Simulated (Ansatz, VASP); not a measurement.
**One calculation of Hf, two programs**

```
Hf
1.0
     3.19670    0.00000    0.00000
    -1.59835    2.76842    0.00000
     0.00000    0.00000    5.05780
Hf
2
Direct
  0.66667 0.33333 0.75000
  0.33333 0.66667 0.25000
```

Alike in both runs: task relaxation of cell and atoms; functional PBE; k mesh 10 × 10 × 5; occupations fermi-dirac, width 0.05 eV; no spin polarisation.

```csv
,VASP,Ansatz
version,VASP 6.6.1,Ansatz 0.2.0
potentials or method,"VASP PAW PBE potentials, release 64 (Hf_sv_GW)",Ansatz PAW
plane-wave cutoff (eV),600,420
valence electrons in the cell,24,52
```

Ansatz gave:

| Item | Value |
| --- | --- |
| gap on the k mesh at the Fermi level, each at its own relaxed structure (eV) | none |
| relaxed volume (Å³/atom) | 22.51 |
| relaxed cell length with the largest relative difference (Å) | 5.059 |

Problem. What did VASP give for the same quantities?

Solution. gap on the k mesh at the Fermi level, each at its own relaxed structure (eV): none; relaxed volume (Å³/atom): 22.45; relaxed cell length with the largest relative difference (Å): 5.052.

A gap of «none» marks a metal or a gap that the smearing closes. The two sets of potentials don't hold the same shells in valence.

Caveats: the plane-wave basis is chosen anew once the cell has moved, so the energies of steps on either side of that aren't comparable (Ansatz). Spin-orbit coupling is left out, which matters for the levels of Hf.
